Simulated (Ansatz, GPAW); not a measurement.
This is a calculation of MgO for GPAW 26.7.0 (ASE script). The cell is a database's computed one, not the measured one.

File run.py:

```python
from ase.dft.bandgap import bandgap
from ase.io import read, write
from ase.units import GPa
from gpaw import GPAW, PW

atoms = read('MgO.xyz')

calc = GPAW(mode=PW(800),
            xc='PBE',
            kpts={'size': (11, 11, 11), 'gamma': True},
            occupations={'name': 'methfessel-paxton', 'order': 0, 'width': 0.023},
            nbands=16,
            convergence={'density': 1e-05, 'energy': 1e-05},
            maxiter=150,
            txt='gpaw.txt')
atoms.calc = calc
energy = atoms.get_potential_energy()
forces = atoms.get_forces()
stress = atoms.get_stress()
calc.write('gs.gpw')
write('result.traj', atoms)
print(f'Energy: {energy:.6f} eV')
print('Forces (eV/A):')
print(forces.round(4))
print('Stress (GPa):', (stress / GPa).round(3))
print('Fermi level:', round(calc.get_fermi_level(), 4), 'eV')
print(f'Gap: {bandgap(calc)[0]:.4f} eV, direct: {bandgap(calc, direct=True)[0]:.4f} eV')
```

The input MgO.xyz:

```xyz
2
Lattice="0.0000000000 2.0970013927 2.0970013927 2.0970013927 0.0000000000 2.0970013927 2.0970013927 2.0970013927 0.0000000000" Properties=species:S:1:pos:R:3 pbc="T T T"
Mg     0.0000000000      0.0000000000      0.0000000000
O      2.0970013927      2.0970013927      2.0970013927
```

Potentials or basis: GPAW PAW data sets (gpaw-data 1.2.1), pw.

Run with:

```sh
$ OMP_NUM_THREADS=1 python run.py
```

Translate it to Ansatz 0.2.0. Potentials or basis there: all-electron LAPW, scalar-relativistic.

As run (cutoffs and basis follow the program's own potentials, and thresholds, step limits or extra output files can differ):

The input input.yaml:

```yaml
crystal:
  lattice:
    - [0.0, 2.0970013927, 2.0970013927]
    - [2.0970013927, 0.0, 2.0970013927]
    - [2.0970013927, 2.0970013927, 0.0]
  atoms:
    - { symbol: Mg, position: [0.0, 0.0, 0.0] }
    - { symbol: O, position: [0.5, 0.5, 0.5] }
kpoints:
  mp_grid: { grid: [11, 11, 11] }
scf:
  occupations: { method: gaussian, width: 0.023 }
hamiltonian:
  xc: pbe
  pseudopotentials: { kind: all_electron, lapw: { basis_error: 0.001 } }
output:
  forces: true
  stress: true
  eigenvalues: true
```

Potentials or basis: all-electron LAPW, scalar-relativistic.

Launch:

```console
$ ansatz run input.yaml --threads 1 --pin off --max-ram 3072MiB --backend cpu --events-out ev --progress --plain --runs-dir out
```

Both were run:

|  | GPAW | Ansatz |
| --- | --- | --- |
| Pressure | 7.0 GPa | 7.0 GPa |

Where Ansatz's input types no cutoff or centring, it takes its own default and a Γ-centred mesh.

Pressure is positive in compression.
